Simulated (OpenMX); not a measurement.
Here is an OpenMX 3.8.5 calculation.

Te2Pt.dat

```
System.CurrrentDirectory             ./
System.Name                          Te2Pt
DATA.PATH                            ./DFT_DATA13
level.of.stdout                      1
level.of.fileout                     0
Species.Number                       2
<Definition.of.Atomic.Species
  Pt  Pt7.0-s3p2d2f1         Pt_PBE13
  Te  Te7.0-s3p2d2f1         Te_PBE13
Definition.of.Atomic.Species>

Atoms.Number                         3
Atoms.SpeciesAndCoordinates.Unit     FRAC
<Atoms.SpeciesAndCoordinates
    1  Pt    0.0000000000    0.0000000000    0.0000000000   8.000  8.000
    2  Te    0.6666666667    0.3333333333    0.7500000000   8.000  8.000
    3  Te    0.3333333333    0.6666666667    0.2500000000   8.000  8.000
Atoms.SpeciesAndCoordinates>

Atoms.UnitVectors.Unit               Ang
<Atoms.UnitVectors
     3.8427187254    0.0000000000    0.0000000000
    -1.9213593627    3.3278920358    0.0000000000
     0.0000000000    0.0000000000    4.9840349353
Atoms.UnitVectors>

scf.XcType                           GGA-PBE
scf.SpinPolarization                 off
scf.ElectronicTemperature            580.226
scf.energycutoff                     500.0
scf.maxIter                          100
scf.EigenvalueSolver                 band
scf.Kgrid                            7 7 5
scf.Mixing.Type                      rmm-diisk
scf.Init.Mixing.Weight               0.05
scf.Min.Mixing.Weight                0.001
scf.Max.Mixing.Weight                0.3
scf.Mixing.History                   25
scf.Mixing.StartPulay                8
scf.criterion                        1.0e-8
scf.stress.tensor                    on
MD.Type                              nomd
Band.dispersion                      on
Band.Nkpath                          9
<Band.kpath
   11   0.000000  0.000000  0.000000    0.500000  0.000000  0.000000  G M
    6   0.500000  0.000000  0.000000    0.333333  0.333333  0.000000  M K
   12   0.333333  0.333333  0.000000    0.000000  0.000000  0.000000  K G
    7   0.000000  0.000000  0.000000    0.000000  0.000000  0.500000  G A
   11   0.000000  0.000000  0.500000    0.500000  0.000000  0.500000  A L
    6   0.500000  0.000000  0.500000    0.333333  0.333333  0.500000  L H
   12   0.333333  0.333333  0.500000    0.000000  0.000000  0.500000  H A
    7   0.500000  0.000000  0.500000    0.500000  0.000000  0.000000  L M
    7   0.333333  0.333333  0.000000    0.333333  0.333333  0.500000  K H
Band.kpath>
```

Potentials or basis: OpenMX 2013 PBE set, Pt7.0-s3p2d2f1, Te7.0-s3p2d2f1, grid cutoff 500 Ry.

Launch:

```bash
$ openmx Te2Pt.dat -nt 1 > Te2Pt.std
```

(1) Predict the Mulliken charges.

(2) What does it give for the largest force?

(3) Predict the band gap along the path.

## Answers

(1) Pt +0.77; Te -0.39 e.

(2) 3.607 eV/Å.

(3) none (metal or under the smearing width).

Caveat: spin-orbit coupling is left out, which moves the levels of the heavy elements; the basis of atomic orbitals isn't converged, which shifts pressures, moduli and gaps; forces of over 1 eV/Å show positions far from the minimum, so gaps and moduli don't describe the material at rest.
